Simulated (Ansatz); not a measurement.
# MnO2: which magnetic state is lowest?

Method: DFT PBE+U, scalar-relativistic, plane waves, PAW in Ansatz.

```xyz
6
Lattice="4.3306 0.0000 0.0000 0.0000 4.4623 0.0000 0.0000 0.0000 2.8625" Properties=species:S:1:pos:R:3 pbc="T T T"
Mn    0.0000    0.0000    0.0000
Mn    2.1653    2.2312    1.4312
O     3.4039    0.7900    1.4312
O     3.0920    3.0212    0.0000
O     1.2386    1.4412    0.0000
O     0.9267    3.6723    1.4312
```

| Property | Result |
| --- | --- |
| plane-wave cutoff | 420 eV |
| Γ-centred k-mesh | 8×8×12 |
| occupation rule | Gaussian smearing, 0.05 eV |
| U_eff on Löwdin-orthogonalised atomic d orbitals | Mn 3 eV |
| list of starting moments (μB, in atom order) | 4 4 0 0 0 0 |
| check for lower electronic states after the SCF | on |

All runs keep this geometry, which isn't relaxed for the lowest state (largest force there 0.085 eV/Å, pressure 7.6 GPa) and needn't be a stable compound; relaxing each order would shift the differences by some 7 meV/atom, going by the pressures and a bulk modulus of about 150 GPa. Signs run over the atoms with starting moments. Site moments are spin moments in atom-centred spheres that scale with the neighbour distance. The states are those that the runs reached from these starts; a lower one can exist.

Order the starts by the energy of the state that they reach, lowest first.
A. antiferromagnetic in the cell, signs +-
B. ferromagnetic

A (0.00 meV/atom), B (10.9 meV/atom).

```tsv
start	ends	energy above lowest (meV/atom)	site moments (μB)	gap on mesh (eV)	P (GPa)
ferromagnetic	ferromagnetic	10.9	Mn +2.58 (×2)	0.05	9.6
antiferromagnetic in the cell, signs +-	antiferromagnetic	0.00	Mn +2.48, Mn -2.48	0.47	7.6
```